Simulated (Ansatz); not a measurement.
An Ansatz (a program for electronic structure) run: InN with a change (isotropic strain −1.37 %); PBEsol (Ansatz, PAW, no SOC).

Input:

Ansatz 0.2 input:
```yaml
crystal:
  lattice:
    - [3.4884775077, 0, 0]
    - [-1.7442387538, 3.0211101422, 0]
    - [0, 0, 5.6352796518]
  atoms:
    - { symbol: In, position: [0.6666666667, 0.3333333333, 0.0020299435] }
    - { symbol: In, position: [0.3333333333, 0.6666666667, 0.5020299435] }
    - { symbol: N, position: [0.6666666667, 0.3333333333, 0.6231700565] }
    - { symbol: N, position: [0.3333333333, 0.6666666667, 0.1231700565] }
basis: { ecutwfc: 420, ecutrho_ratio: 4, xc_grid: 2, fft_grid_basis: typed }
kpoints: { mp_grid: { grid: [11, 11, 6] } }
hamiltonian:
  xc: pbesol
  dispersion: none
  pseudopotentials: { kind: paw }
scf: { occupations: { method: fermi_dirac, width: 0.05 }, convergence: { dr2_threshold: 0.0000000004 } }
relax: { f_tol: 0.005, max_steps: 50 }
output: { forces: true, stress: true }
checkpoint: { write: state.ck, write_every: 1000 }
```

Output (explanatory and most iteration lines left out):

```
Relaxation: its limit of steps is 50 (relax.max_steps)
Pseudopotential: In, paw, valence charge 13
Pseudopotential: N, paw, valence charge 5
Crystal: 4 atoms, lattice volume = 59.391 Å³
Basis set: ecut = 420 eV, 1141 PW (Γ), exchange–correlation on 48×48×80 points (8 copies of the dense FFT grid, shifted against one another)
Bands: 22, of which v1, the nominal top of the filled ones, is band 18 counted from 1 (17 counted from 0)
Symmetry: 12 space group operations
Space group: P63mc (ITA 186), of the structure as read, at distance tolerance 3.9e-5 Å
k-points: 64 of 726 (time reversal used)
Functional: x = pbesol(κ = 0.804, μ = 0.12345679012345678), c = pbesol(β = 0.046)
SCF iter   1: F=—  HF=-11807.745528 eV  |F-HF|=—  |Δ(HF+E_count)|=         —  Δρ=1.44e-2  dr2=1.34e-1  ethr=1.77e-3  ⟨swp⟩=6.0  Hψ=6362  notcnv=0
SCF iter   2: F=—  HF=-11807.710408 eV  |F-HF|=—  |Δ(HF+E_count)|=   3.51e-2  Δρ=2.73e-3  dr2=3.28e-3  ethr=3.71e-4  ⟨swp⟩=2.0  Hψ=2409  notcnv=0
SCF 1 converged in 8 iterations: F = -11807.709608 eV  dr2 = 4.14e-11
relax step   1: F+E_penalty+E_count = -11807.70960768 eV  Δ(F+E_penalty+E_count) = +0.000e0 eV  max|allowed force component| = 1.330e-3 eV/Å  Δτ_max = 0.0000 Å  (8 SCF iters, accepted)
SCF converged after 8 iterations
Free energy (F): -11807.709608 eV
Internal energy: -11807.709025 eV  (E = F + TS)
E sigma→0 (E₀):  -11807.709317 eV
Entropy (-TS):   -0.000582 eV (-0.146 meV/atom)
Fermi energy:    10.123612 eV
--- Forces (eV/Å), atoms counted from 1 ---
  atom   1  In     0.00000000     0.00000000     0.00133105
  atom   2  In     0.00000000    -0.00000000     0.00133105
  atom   3  N      0.00000000    -0.00000000    -0.00132891
  atom   4  N     -0.00000000     0.00000000    -0.00132891
--- Stress (GPa, compression-positive) ---
        6.231072       0.000000       0.000000
        0.000000       6.231072       0.000000
        0.000000       0.000000       6.086333
  P = ⅓ Tr σ = 6.1828 GPa (61.828 kbar)
--- Relaxed structure (1 steps of the walk, 1 accepted, 0 SCFs on fresh bases) ---
  atoms:
    - { symbol: In, position: [0.6666666666666667, 0.33333333333333326, 0.0020299434999999995] }
    - { symbol: In, position: [0.33333333333333337, 0.6666666666666665, 0.5020299435] }
    - { symbol: N, position: [0.6666666666666667, 0.33333333333333326, 0.6231700564999999] }
    - { symbol: N, position: [0.33333333333333337, 0.6666666666666665, 0.12317005649999999] }
```

A case with no gap was solved on a k-mesh chosen for an insulator, which is coarse for it. Whether these cells are dynamically stable was not tested. All final runs are without spin polarisation. The cell was made from InN in the wurtzite structure (space group P6_3mc, No. 186) by this change: isotropic strain −1.37 %.
